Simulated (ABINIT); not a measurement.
# Ag (Fm-3m) in ABINIT: notebook

One crystal, Ag, is run at these levels: PBE, SOGGA; tasks: equation of state.

Everything below comes from runs of ABINIT 10.8.3 (patched build). Logs are shortened: lines on timing, memory, paths and dates and some standing lists are left out, and cuts for length are marked. The log counts tension as positive stress, the text compression.

### 1 The structure

The structure is cubic, space group Fm-3m (No. 225). The conventional cell has a = 4.085 Å, b = 4.085 Å, c = 4.085 Å, α = 90.00°, β = 90.00°, γ = 90.00°. Ag (site symmetry m-3m) is surrounded by 12 Ag at 2.89 Å.

### 2 Equation of state, PBE

Input file run.abi:

```
# Datasets: one volume each
ndtset 7
getwfk -1
scalecart1 3*0.9795861087
scalecart2 3*0.9864848297
scalecart3 3*0.9932883884
scalecart4 3*1.0000000000
scalecart5 3*1.0066227096
scalecart6 3*1.0131594038
scalecart7 3*1.0196128224

# Pseudopotentials
pp_dirpath "./"
pseudos "Ag.GGA_PBE-JTH.xml"

# Structure
acell 3*1.0
rprim
     0.0000000000     3.8602380411     3.8602380411
     3.8602380411     0.0000000000     3.8602380411
     3.8602380411     3.8602380411     0.0000000000
ntypat 1
znucl 47
natom 1
typat 1
xred
     0.0000000000     0.0000000000     0.0000000000

# Plane-wave basis
ecut 23.0
pawecutdg 45.0

# k points
kptopt 1
ngkpt 11 11 11
nshiftk 1
shiftk 0.0 0.0 0.0

# Exchange and correlation
ixc 11

# Bands and occupations
nband 10
occopt 3
tsmear 0.05 eV

# SCF cycle
nstep 100
tolvrs 1.0e-9

# Output
iomode 3
prtwf 1
prtden 0
prteig 0
prtebands 0
```

Potentials or basis: JTH PAW PBE v2.0.

Started as:

```bash
> abinit run.abi > log 2>&1
```

run.abo:

```text
.Version 10.8.3 of ABINIT
 DATASET    1 : space group Fm -3 m (#225); Bravais cF (face-center cubic)
================================================================================
 Values of the parameters that define the memory need for DATASET  1.
     intxc =       0    ionmov =       0      iscf =      17    lmnmax =      18
     lnmax =       6     mgfft =      24  mpssoang =       3    mqgrid =    3001
     natom =       1  nloc_mem =       2    nspden =       1   nspinor =       1
    nsppol =       1      nsym =      48    n1xccc =       1    ntypat =       1
    occopt =       3   xclevel =       2
       mpw =         578          nfft =       13824          nkpt =          56
 PAW method is used; the additional fine FFT grid is defined by:
   mgfftf=        36    nfftf =     46656
================================================================================
================================================================================
[... 71 lines left out ...]
 DATASET    7 : space group Fm -3 m (#225); Bravais cF (face-center cubic)
================================================================================
 Values of the parameters that define the memory need for DATASET  7.
     intxc =       0    ionmov =       0      iscf =      17    lmnmax =      18
     lnmax =       6     mgfft =      27  mpssoang =       3    mqgrid =    3001
     natom =       1  nloc_mem =       2    nspden =       1   nspinor =       1
    nsppol =       1      nsym =      48    n1xccc =       1    ntypat =       1
    occopt =       3   xclevel =       2
       mpw =         654          nfft =       19683          nkpt =          56
 PAW method is used; the additional fine FFT grid is defined by:
   mgfftf=        36    nfftf =     46656
================================================================================
================================================================================

--------------------------------------------------------------------------------
------------- Echo of variables that govern the present computation ------------
--------------------------------------------------------------------------------
 -outvars: echo values of preprocessed input variables --------
            acell      1.0000000000E+00  1.0000000000E+00  1.0000000000E+00 Bohr
              amu      1.07868200E+02
             ecut      2.30000000E+01 Hartree
           getwfk          -1
                       outvar_i_n : Printing only first  50 k-points.
              ixc          11
           jdtset        1    2    3    4    5    6    7
                       outvar_i_n : Printing only first  50 k-points.
         kptrlatt       11    0    0      0   11    0      0    0   11
          kptrlen1     5.88253320E+01
          kptrlen2     5.92396086E+01
          kptrlen3     5.96481705E+01
          kptrlen4     6.00512109E+01
          kptrlen5     6.04489126E+01
          kptrlen6     6.08414490E+01
          kptrlen7     6.12289846E+01
            natom           1
            nband          10
           ndtset           7
            ngfft1         24      24      24
            ngfft2         24      24      24
            ngfft3         24      24      24
            ngfft4         24      24      24
            ngfft5         24      24      24
            ngfft6         24      24      24
            ngfft7         27      27      27
          ngfftdg          36      36      36
             nkpt          56
            nstep         100
             nsym          48
           ntypat           1
                       prtocc : prtvol=0, do not print more k-points.
           occopt           3
        pawecutdg      4.50000000E+01 Hartree
         pawxcdev           0
           prtden           0
        prtebands           0
           prteig           0
            rprim1     0.0000000000E+00  3.7814355613E+00  3.7814355613E+00
                       3.7814355613E+00  0.0000000000E+00  3.7814355613E+00
                       3.7814355613E+00  3.7814355613E+00  0.0000000000E+00
            rprim2     0.0000000000E+00  3.8080662666E+00  3.8080662666E+00
                       3.8080662666E+00  0.0000000000E+00  3.8080662666E+00
                       3.8080662666E+00  3.8080662666E+00  0.0000000000E+00
            rprim3     0.0000000000E+00  3.8343296227E+00  3.8343296227E+00
                       3.8343296227E+00  0.0000000000E+00  3.8343296227E+00
                       3.8343296227E+00  3.8343296227E+00  0.0000000000E+00
            rprim4     0.0000000000E+00  3.8602380411E+00  3.8602380411E+00
                       3.8602380411E+00  0.0000000000E+00  3.8602380411E+00
                       3.8602380411E+00  3.8602380411E+00  0.0000000000E+00
            rprim5     0.0000000000E+00  3.8858032766E+00  3.8858032766E+00
                       3.8858032766E+00  0.0000000000E+00  3.8858032766E+00
                       3.8858032766E+00  3.8858032766E+00  0.0000000000E+00
            rprim6     0.0000000000E+00  3.9110364722E+00  3.9110364722E+00
                       3.9110364722E+00  0.0000000000E+00  3.9110364722E+00
                       3.9110364722E+00  3.9110364722E+00  0.0000000000E+00
            rprim7     0.0000000000E+00  3.9359482042E+00  3.9359482042E+00
                       3.9359482042E+00  0.0000000000E+00  3.9359482042E+00
                       3.9359482042E+00  3.9359482042E+00  0.0000000000E+00
          spgroup         225
           tolvrs      1.00000000E-09
           tsmear      1.83746611E-03 Hartree
            typat      1
           useylm           1
                       outvars : Printing only first  50 k-points.
            znucl       47.00000

================================================================================

 chkinp: Checking input parameters for consistency, jdtset=   1.

 chkinp: Checking input parameters for consistency, jdtset=   2.

 chkinp: Checking input parameters for consistency, jdtset=   3.

 chkinp: Checking input parameters for consistency, jdtset=   4.
[... 31 lines left out ...]
 getcut: wavevector=  0.0000  0.0000  0.0000  ngfft=  24  24  24
         ecut(hartree)=     23.000   => boxcut(ratio)=   2.07879

 Fine grid specifications (used for densities):

 getcut: wavevector=  0.0000  0.0000  0.0000  ngfft=  36  36  36
         ecut(hartree)=     45.000   => boxcut(ratio)=   2.22925

 getcut : COMMENT -
  Note that boxcut > 2.2 ; recall that boxcut=Gcut(box)/Gcut(sphere) = 2
  is sufficient for exact treatment of convolution.
  Such a large boxcut is a waste : you could raise ecut
  e.g. ecut=   55.907665 Hartrees makes boxcut=2

--- Pseudopotential description ------------------------------------------------
- pspini: atom type   1  psp file is ./Ag.GGA_PBE-JTH.xml
 Pseudopotential format is: paw10
 basis_size (lnmax)=  6 (lmn_size= 18), orbitals=   0   0   1   1   2   2
 Spheres core radius: rc_sph= 2.51516130
 Shapefunction is BESSEL type: shapef(r,l)=aa(1,l)*jl(q(1,l)*r)+aa(2,l)*jl(q(2,l)*r)
 Radius for shape functions =  2.20290272
 Compensation charge density is not taken into account in XC energy/potential

   4.44827459E+02                                ecore*ucvol(ha*bohr**3)
--------------------------------------------------------------------------------

================================================================================

--- !BeginCycle
iteration_state: {dtset: 1, }
solver: {iscf: 17, nstep: 100, nline: 4, wfoptalg: 10, }
tolerances: {tolvrs: 1.00E-09, }
...

     iter   Etot(hartree)      deltaE(h)  residm     nres2
 ETOT  1  -38.166146330401    -3.817E+01 6.750E-01 7.252E+00
 ETOT  2  -38.221215178806    -5.507E-02 1.913E-02 1.075E+00
 ETOT  3  -38.218496015147     2.719E-03 8.015E-04 1.785E-02
 ETOT  4  -38.218456382683     3.963E-05 5.535E-04 2.197E-03
 ETOT  5  -38.218450782197     5.600E-06 8.771E-05 3.228E-04
 ETOT  6  -38.218450261490     5.207E-07 4.695E-05 8.795E-07
 ETOT  7  -38.218450261679    -1.884E-10 7.374E-06 7.036E-08
 ETOT  8  -38.218450261639     3.940E-11 3.698E-06 5.451E-09
 ETOT  9  -38.218450261625     1.475E-11 6.334E-07 1.903E-10
[... 146 lines left out ...]
 getcut: wavevector=  0.0000  0.0000  0.0000  ngfft=  24  24  24
         ecut(hartree)=     23.000   => boxcut(ratio)=   2.06425

 Fine grid specifications (used for densities):

 getcut: wavevector=  0.0000  0.0000  0.0000  ngfft=  36  36  36
         ecut(hartree)=     45.000   => boxcut(ratio)=   2.21366

 getcut : COMMENT -
  Note that boxcut > 2.2 ; recall that boxcut=Gcut(box)/Gcut(sphere) = 2
  is sufficient for exact treatment of convolution.
  Such a large boxcut is a waste : you could raise ecut
  e.g. ecut=   55.128448 Hartrees makes boxcut=2

--------------------------------------------------------------------------------

-inwffil : will read wavefunctions from disk file runo_DS1_WFK.nc

================================================================================

--- !BeginCycle
iteration_state: {dtset: 2, }
solver: {iscf: 17, nstep: 100, nline: 4, wfoptalg: 10, }
tolerances: {tolvrs: 1.00E-09, }
...
[... 984 lines left out ...]
 Cartesian components of stress tensor (hartree/bohr^3)
  sigma(1 1)=  4.43939249E-05  sigma(3 2)=  0.00000000E+00
  sigma(2 2)=  4.43939249E-05  sigma(3 1)=  0.00000000E+00
  sigma(3 3)=  4.43939249E-05  sigma(2 1)=  0.00000000E+00

-Cartesian components of stress tensor (GPa)         [Pressure= -1.3061E+00 GPa]
- sigma(1 1)=  1.30611436E+00  sigma(3 2)=  0.00000000E+00
- sigma(2 2)=  1.30611436E+00  sigma(3 1)=  0.00000000E+00
- sigma(3 3)=  1.30611436E+00  sigma(2 1)=  0.00000000E+00

== END DATASET(S) ==============================================================
================================================================================

 -outvars: echo values of variables after computation  --------
            acell      1.0000000000E+00  1.0000000000E+00  1.0000000000E+00 Bohr
           etotal1    -3.8218450262E+01
           etotal2    -3.8219350279E+01
           etotal3    -3.8220013372E+01
           etotal4    -3.8220466015E+01
           etotal5    -3.8220736814E+01
           etotal6    -3.8220849482E+01
           etotal7    -3.8220823549E+01
            fcart1    -0.0000000000E+00 -0.0000000000E+00 -0.0000000000E+00
            fcart2    -0.0000000000E+00 -0.0000000000E+00 -0.0000000000E+00
            fcart3    -0.0000000000E+00 -0.0000000000E+00 -0.0000000000E+00
            fcart4    -0.0000000000E+00 -0.0000000000E+00 -0.0000000000E+00
            fcart5    -0.0000000000E+00 -0.0000000000E+00 -0.0000000000E+00
            fcart6    -0.0000000000E+00 -0.0000000000E+00 -0.0000000000E+00
            fcart7    -0.0000000000E+00 -0.0000000000E+00 -0.0000000000E+00
            rprim1     0.0000000000E+00  3.7814355613E+00  3.7814355613E+00
                       3.7814355613E+00  0.0000000000E+00  3.7814355613E+00
                       3.7814355613E+00  3.7814355613E+00  0.0000000000E+00
            rprim2     0.0000000000E+00  3.8080662666E+00  3.8080662666E+00
                       3.8080662666E+00  0.0000000000E+00  3.8080662666E+00
                       3.8080662666E+00  3.8080662666E+00  0.0000000000E+00
            rprim3     0.0000000000E+00  3.8343296227E+00  3.8343296227E+00
                       3.8343296227E+00  0.0000000000E+00  3.8343296227E+00
[... 9 lines left out ...]
                       3.9110364722E+00  3.9110364722E+00  0.0000000000E+00
            rprim7     0.0000000000E+00  3.9359482042E+00  3.9359482042E+00
                       3.9359482042E+00  0.0000000000E+00  3.9359482042E+00
                       3.9359482042E+00  3.9359482042E+00  0.0000000000E+00
           strten1    -4.4085331691E-04 -4.4085331691E-04 -4.4085331691E-04
                       0.0000000000E+00  0.0000000000E+00  0.0000000000E+00
           strten2    -3.3051423827E-04 -3.3051423827E-04 -3.3051423827E-04
                       0.0000000000E+00  0.0000000000E+00  0.0000000000E+00
           strten3    -2.3386699037E-04 -2.3386699037E-04 -2.3386699037E-04
                       0.0000000000E+00  0.0000000000E+00  0.0000000000E+00
           strten4    -1.4936229856E-04 -1.4936229856E-04 -1.4936229856E-04
                       0.0000000000E+00  0.0000000000E+00  0.0000000000E+00
           strten5    -7.5688581542E-05 -7.5688581542E-05 -7.5688581542E-05
                       0.0000000000E+00  0.0000000000E+00  0.0000000000E+00
           strten6    -1.1536380821E-05 -1.1536380821E-05 -1.1536380821E-05
                       0.0000000000E+00  0.0000000000E+00  0.0000000000E+00
           strten7     4.4393924908E-05  4.4393924908E-05  4.4393924908E-05
                       0.0000000000E+00  0.0000000000E+00  0.0000000000E+00
 Calculation completed.
```

Wall time 38 s (1 thread of Arm Neoverse V2, shared host); peak memory 0.14 GiB.

What came out:

```
Equilibrium volume                      : 17.83 Å³/atom
Bulk modulus                            : 89 GPa
Pressure derivative of the bulk modulus : 6.3
```

Energy against volume, from the lowest point:
```
volume (Å³/atom)  energy (meV/atom)
          16.025              65.29
          16.366              40.80
          16.707              22.75
          17.048              10.43
          17.389               3.07
          17.730               0.00
          18.071               0.71
```

Caveat: pressures at fixed basis lie under the slope of the energies. PBE usually gives volumes a little too large and moduli too small.

(Part 1 of 2 ends here.)
